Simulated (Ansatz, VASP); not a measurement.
**SnTe: VASP beside Ansatz**

File INCAR:

```
PREC     = Accurate       # precision mode
ENCUT    = 520            # plane-wave cutoff, eV
EDIFF    = 1E-6           # SCF threshold, eV
ISMEAR   = 0              # smearing method
SIGMA    = 0.03           # smearing width, eV
LREAL    = F              # projectors in reciprocal space
LASPH    = T              # aspherical terms in the spheres
NELM     = 100            # most SCF steps
ALGO     = Normal         # electronic algorithm
ISIF     = 2              # what is computed and relaxed
LWAVE    = F              # write WAVECAR
LCHARG   = T              # write CHGCAR
GGA      = PE             # functional
LELF     = T              # ELF
LVHAR    = T            
NBANDS   = 17             # bands
```

KPOINTS

```
Automatic mesh
0
Gamma
  10 10 10
```

POSCAR

```
SnTe
1.0
    0.0000000000      3.1249350000      3.1565000000
    3.1565000000      0.0000000000      3.1565000000
    3.1565000000      3.1249350000      0.0000000000
Sn Te
1 1
Direct
    0.0000000000      0.0000000000      0.0000000000
    0.5000000000      0.5000000000      0.5000000000
```

Input for Ansatz:

```yaml
crystal:
  lattice:
    - [0.0, 3.124935, 3.1565]
    - [3.1565, 0.0, 3.1565]
    - [3.1565, 3.124935, 0.0]
  atoms:
    - { symbol: Sn, position: [0.0, 0.0, 0.0] }
    - { symbol: Te, position: [0.5, 0.5, 0.5] }
basis:
  ecutwfc: 420
kpoints:
  mp_grid: { grid: [10, 10, 10] }
hamiltonian:
  xc: pbe
scf:
  occupations: { method: gaussian, width: 0.03 }
output:
  forces: true
  stress: true
  eigenvalues: true
```

Change from the starting cell: strain -0.0100 x Voigt [0, 1, 0, 0, 0, 0], atoms carried along.

Alike in both runs: task single point; functional PBE; k mesh 10 × 10 × 10; occupations gaussian, width 0.03 eV; no spin polarisation.

|  | VASP | Ansatz |
| --- | --- | --- |
| version | VASP 6.6.1 | Ansatz 0.2.0 |
| potentials or method | VASP PAW PBE potentials, release 64 (Sn_d, Te) | scalar-relativistic, plane waves, PAW |
| plane-wave cutoff (eV) | 520 | 420 |
| valence electrons in the cell | 20 | 30 |

```tsv
	VASP	Ansatz	Ansatz less VASP
gap on the k mesh at the Fermi level (eV)	0.12	0.12	-0.001
least direct gap on the mesh (eV)	0.12	0.12	-0.001
pressure (GPa)	2.5	2.5	+0.07
largest component of the traceless stress (GPa)	0.95	0.94	-0.001
```

The functional is the same, so the differences come from potentials, cutoffs and numerics. The two sets of potentials don't hold the same shells in valence.

Caveats: spin-orbit coupling is left out, which moves the levels of the heavy elements.
